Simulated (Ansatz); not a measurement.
# CdS: rattling a relaxed structure

The cell was reached from a generator's guess, though it ends in a space group that the Crystallography Open Database lists for this formula.

Level of theory: DFT PBE, scalar-relativistic, plane waves, PAW (Ansatz). Settings: cutoff 420 eV, Γ-centred mesh 8×8×4 on the computed 4-atom cell, Gaussian smearing of 0.02 eV; no spin polarisation.

The cell below (4 atoms, space group P6_3mc (No. 186)) is relaxed within its symmetry.

```cif
data_structure
_symmetry_space_group_name_H-M 'P 1'
_symmetry_Int_Tables_number 1
_cell_length_a 4.1965
_cell_length_b 4.1965
_cell_length_c 6.8280
_cell_angle_alpha 90.020
_cell_angle_beta 90.020
_cell_angle_gamma 60.009
_cell_volume 104.14
loop_
_atom_site_label
_atom_site_type_symbol
_atom_site_fract_x
_atom_site_fract_y
_atom_site_fract_z
_atom_site_occupancy
Cd1 Cd 0.21947 0.21947 0.67433 1
Cd2 Cd 0.88626 0.88626 0.17433 1
S1 S 0.88617 0.88617 0.79770 1
S2 S 0.21966 0.21966 0.29770 1
```

For the test a repeat of it with 8 atoms (edges 4.20, 4.20, 13.66 Å) was strained at random (σ = 1.5 % a component), the atoms were moved at random (σ = 0.10 Å), and all was relaxed again on a coarse 4×4×1 mesh (in the run’s order of axes) with 0.10 eV smearing, with no symmetry imposed.

Problem. Does it come back?

Solution. It returns, within 1 meV/atom of the unmoved cell on that mesh and with the same symmetry when read at 0.1 Å (P1 at 0.01 Å, so small strains and shifts remain). No instability shows in this cell; modes of other wave vectors, which need another repeat, aren't tested.
